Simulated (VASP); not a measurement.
# CdS (Greenockite) (P6_3mc) in VASP: a series of runs

One crystal, CdS (Greenockite), is run at these levels: PBE; tasks: single point.

Everything below comes from runs of VASP 6.6.1. Logs are shortened: lines on timing, memory, paths and dates and some standing lists are left out, and cuts for length are marked.

## Step 1: Starting point

It takes space group P6_3mc (No. 186, hexagonal). Conventional cell: a = 4.150 Å, b = 4.150 Å, c = 6.737 Å, α = 90.00°, β = 90.00°, γ = 120.00°. Cd (site symmetry 3m) has 4 S at 2.53 to 2.54 Å as nearest neighbours. S (site symmetry 3m) is surrounded by 4 Cd at 2.53 to 2.54 Å.

## Step 2: Single point, PBE, spin-orbit coupling, no magnetisation

INCAR reads:

```
ALGO     = Normal         # electronic algorithm
EDIFF    = 1E-7           # SCF threshold, eV
ENCUT    = 300            # plane-wave cutoff, eV
GGA      = PE             # functional
GGA_COMPAT= F            
ISIF     = 2              # what is computed and relaxed
ISMEAR   = 0              # smearing method
LASPH    = T              # aspherical terms in the spheres
LCHARG   = F              # write CHGCAR
LORBIT   = 11             # projections on sites
LREAL    = F              # projectors in reciprocal space
LSORBIT  = T              # spin-orbit coupling
LWAVE    = F              # write WAVECAR
MAGMOM   = 0 0 0 0 0 0 0 0 0 0 0 0 # initial moments
NBANDS   = 52             # bands
NELM     = 100            # most SCF steps
PREC     = Accurate       # precision mode
SIGMA    = 0.02           # smearing width, eV
```

KPOINTS reads:

```
k-points
0
Gamma
  8 8 4
```

POSCAR reads:

```
CdS
1.0
    4.1500000000      0.0000000000      0.0000000000
   -2.0750000000      3.5940054257      0.0000000000
    0.0000000000      0.0000000000      6.7370000000
Cd S
2 2
Direct
    0.6666666667      0.3333333333      0.5000000000
    0.3333333333      0.6666666667      0.0000000000
    0.6666666667      0.3333333333      0.8750000000
    0.3333333333      0.6666666667      0.3750000000
```

Potentials or basis: VASP PAW PBE potentials, release 64 (Cd, S).

Run with:

```
$ cat potpaw_PBE.64/Cd/POTCAR potpaw_PBE.64/S/POTCAR > POTCAR
$ mpirun -np 1 vasp_ncl > vasp.out
```

OUTCAR:

```text
EDIFF = 1E-7
   ENCUT = 300
   GGA = PE
   ISIF = 2
   ISMEAR = 0
   LASPH = T
   LORBIT = 11
   LREAL = F
   LSORBIT = T
   NELM = 100
   PREC = Accurate

 Found     40 irreducible k-points:

 Following reciprocal coordinates:
            Coordinates               Weight
  0.000000  0.000000  0.000000      1.000000
  0.125000 -0.000000  0.000000      6.000000
  0.250000 -0.000000  0.000000      6.000000
  0.375000 -0.000000  0.000000      6.000000
  0.500000 -0.000000  0.000000      3.000000
  0.125000  0.125000  0.000000      6.000000
   k-points           NKPTS =     40   k-points in BZ     NKDIM =     40   number of bands    NBANDS=     52
   number of dos      NEDOS =    301   number of ions     NIONS =      4
   total plane-waves  NPLWV =  23040
   dimension x,y,z NGX =    24 NGY =   24 NGZ =   40
   dimension x,y,z NGXF=    48 NGYF=   48 NGZF=   80
   ions per type =               2   2
   NGX,Y,Z   is equivalent  to a cutoff of   9.61,  9.61,  9.87 a.u.
   NGXF,Y,Z  is equivalent  to a cutoff of  19.23, 19.23, 19.74 a.u.
 SYSTEM =  unknown system
   PREC   = accura    normal or accurate (medium, high low for compatibility)
   ISTART =      0    job   : 0-new  1-cont  2-samecut
   ICHARG =      2    charge: 1-file 2-atom 10-const
   ISPIN  =      1    spin polarized calculation?
   LNONCOLLINEAR =      T non collinear calculations
   LSORBIT =      T    spin-orbit coupling
   LASPH  =      T    aspherical Exc in radial PAW
   ENCUT  =  300.0 eV  22.05 Ry    4.70 a.u.   5.86  5.86  9.51*2*pi/ulx,y,z
   NELM   =    100;   NELMIN=  2; NELMDL= -5     # of ELM steps
   EDIFF  = 0.1E-06   stopping-criterion for ELM
   LREAL  =      F    real-space projection
   EDIFFG = 0.1E-05   stopping-criterion for IOM
   NSW    =      0    number of steps for IOM
   IBRION =     -1    ionic relax: 0-MD 1-quasi-New 2-CG
   NFREE  =      0    steps in history (QN), initial steepest desc. (CG)
   ISIF   =      2    stress and relaxation
   ISYM   =      2    0-nonsym 1-usesym 2-fastsym
   POTIM  = 0.5000    time-step for ionic-motion
   TEBEG  =    0.0;   TEEND  =   0.0 temperature during run
   PSTRESS=    0.0 pullay stress
   NELECT =      36.0000    total number of electrons
   NUPDOWN=      -1.0000    fix difference up-down
   EMIN   =  10.00;   EMAX   =-10.00  energy-range for DOS
   EFERMI =   0.00;   METHOD = LEGACY
   ISMEAR =     0;   SIGMA  =   0.02  broadening in eV -4-tet -1-fermi 0-gaus
   EFERMI_NEDOS =   21; number of points for ismear=-14 and -15
   IALGO  =     38    algorithm
   IMIX   =      4    mixing-type and parameters
     AMIX     =   0.40;   BMIX     =  1.00
     AMIX_MAG =   1.60;   BMIX_MAG =  1.00
  volume/ion in A,a.u.               =      25.12       169.52
  Fermi-wavevector in a.u.,A,eV,Ry     =   1.162727  2.197236 18.394190  1.351935
  Thomas-Fermi vector in A             =   2.299285
   LORBIT       =     11    0 simple, 1 ext, 2 COOP (PROOUT), +10 PAW based schemes
[... 356 lines left out ...]
  energy-cutoff  :      300.00
  volume of cell :      100.48
      direct lattice vectors                 reciprocal lattice vectors
     4.150000000  0.000000000  0.000000000     0.240963855  0.139120547  0.000000000
    -2.075000000  3.594005426  0.000000000     0.000000000  0.278241094  0.000000000
     0.000000000  0.000000000  6.737000000     0.000000000  0.000000000  0.148434021

 POSITION                                       TOTAL-FORCE (eV/Angst)
 -----------------------------------------------------------------------------------
      2.07500      1.19800      3.36850         0.000000      0.000000     -0.069384
     -0.00000      2.39600      0.00000         0.000000      0.000000     -0.069384
      2.07500      1.19800      5.89487        -0.000000      0.000000      0.069384
     -0.00000      2.39600      2.52637         0.000000     -0.000000      0.069384
 -----------------------------------------------------------------------------------
    total drift:                               -0.000000      0.000000     -0.000902

  FREE ENERGIE OF THE ION-ELECTRON SYSTEM (eV)
  ---------------------------------------------------
  free  energy   TOTEN  =       -12.3118445361 eV

  energy  without entropy=      -12.3118445361  energy(sigma->0) =      -12.31184454

 Spin-Orbit-Coupling matrix elements

 Ion:    1  E_soc:     -0.0553743
 l=   1
     0.0000000    -0.0024369    -0.0024265
    -0.0024369     0.0000000    -0.0024369
    -0.0024265    -0.0024369     0.0000000
 l=   2
     0.0000000    -0.0013521     0.0000000    -0.0013521    -0.0054550
    -0.0013521     0.0000000    -0.0040916    -0.0013404    -0.0013521
     0.0000000    -0.0040916     0.0000000    -0.0040916     0.0000000
    -0.0013521    -0.0013404    -0.0040916     0.0000000    -0.0013521
    -0.0054550    -0.0013521     0.0000000    -0.0013521     0.0000000
 l=   3
     0.0000000     0.0000000     0.0000000     0.0000000     0.0000000     0.0000000     0.0000000
     0.0000000     0.0000000     0.0000000     0.0000000     0.0000000     0.0000000     0.0000000
     0.0000000     0.0000000     0.0000000     0.0000000     0.0000000     0.0000000     0.0000000
     0.0000000     0.0000000     0.0000000     0.0000000     0.0000000     0.0000000     0.0000000
[... 49 lines left out ...]
 l=   2
     0.0000000     0.0000000     0.0000000     0.0000000     0.0000000
     0.0000000     0.0000000     0.0000000     0.0000000     0.0000000
     0.0000000     0.0000000     0.0000000     0.0000000     0.0000000
     0.0000000     0.0000000     0.0000000     0.0000000     0.0000000
     0.0000000     0.0000000     0.0000000     0.0000000     0.0000000
 l=   3
     0.0000000     0.0000000     0.0000000     0.0000000     0.0000000     0.0000000     0.0000000
     0.0000000     0.0000000     0.0000000     0.0000000     0.0000000     0.0000000     0.0000000
     0.0000000     0.0000000     0.0000000     0.0000000     0.0000000     0.0000000     0.0000000
     0.0000000     0.0000000     0.0000000     0.0000000     0.0000000     0.0000000     0.0000000
     0.0000000     0.0000000     0.0000000     0.0000000     0.0000000     0.0000000     0.0000000
     0.0000000     0.0000000     0.0000000     0.0000000     0.0000000     0.0000000     0.0000000
     0.0000000     0.0000000     0.0000000     0.0000000     0.0000000     0.0000000     0.0000000

 total charge

# of ion       s       p       d       tot
------------------------------------------
    1        0.424   0.320   9.537  10.281
    2        0.424   0.320   9.537  10.281
    3        1.323   2.403   0.000   3.726
    4        1.323   2.403   0.000   3.726
--------------------------------------------------
tot          3.494   5.446  19.075  28.015

 magnetization (x)

# of ion       s       p       d       tot
------------------------------------------
    1       -0.000   0.000   0.000   0.000
    2       -0.000   0.000   0.000   0.000
    3        0.000   0.000   0.000   0.000
    4        0.000  -0.000   0.000  -0.000
--------------------------------------------------
tot         -0.000   0.000   0.000   0.000

 magnetization (y)

# of ion       s       p       d       tot
------------------------------------------
    1        0.000   0.000  -0.000  -0.000
    2       -0.000   0.000  -0.000  -0.000
    3        0.000   0.000   0.000   0.000
    4        0.000   0.000   0.000   0.000
--------------------------------------------------
tot          0.000   0.000  -0.000  -0.000

 magnetization (z)

# of ion       s       p       d       tot
------------------------------------------
    1        0.000  -0.000   0.000  -0.000
    2        0.000  -0.000   0.000  -0.000
    3       -0.000   0.000   0.000  -0.000
    4       -0.000   0.000   0.000  -0.000
--------------------------------------------------
tot          0.000  -0.000   0.000  -0.000
```

stdout:

```text
POSCAR found type information on POSCAR CdS
 POSCAR found :  2 types and       4 ions
 scaLAPACK will be used
 LDA part: xc-table for (Slater+PW92), standard interpolation
 POSCAR, INCAR and KPOINTS ok, starting setup
 FFT: planning ... GRIDC
 FFT: planning ... GRID_SOFT
 FFT: planning ... GRID
 WAVECAR not read
 entering main loop
```

Wall time 2.2 min (1 thread of AMD EPYC 7R13 (Zen 3), shared host); peak memory 0.29 GiB.

These settings aren't checked as converged: the numbers below hold their error.

What came out:

```
Free energy                                           : -12.3118 eV
Largest force                                         : 0.069 eV/Å
Valence electrons inside the program's atomic spheres : Cd 10.28; S 3.73
```

Caveat: the cutoff is under 1.25 times the usual one of these potentials, so pressure, stress and relaxed cells hold a basis-set (Pulay) error.

## Step 3: Single point, PBE, spin-orbit coupling, no magnetisation

Changes to INCAR since step 2:

```diff
@@ -2,3 +2,3 @@
 EDIFF    = 1E-7           # SCF threshold, eV
-ENCUT    = 300            # plane-wave cutoff, eV
+ENCUT    = 350            # plane-wave cutoff, eV
 GGA      = PE             # functional
```

KPOINTS is that of step 2.

POSCAR is that of step 2.

Potentials or basis: VASP PAW PBE potentials, release 64 (Cd, S).

Run with:

```
$ cat potpaw_PBE.64/Cd/POTCAR potpaw_PBE.64/S/POTCAR > POTCAR
$ mpirun -np 1 vasp_ncl > vasp.out
```

Run time: 3.3 min. Hardware: 1 thread of AMD EPYC 7R13 (Zen 3), shared host; peak memory 0.36 GiB.

The run converged, but some of its settings lie outside the range that counts as converged, so its numbers aren't taken as properties of the crystal.

Results:

- Free energy: -12.3163 eV
- Pressure: 2.0 GPa
- Largest force: 0.069 eV/Å
- Valence electrons inside the program's atomic spheres: Cd 10.29; S 3.72
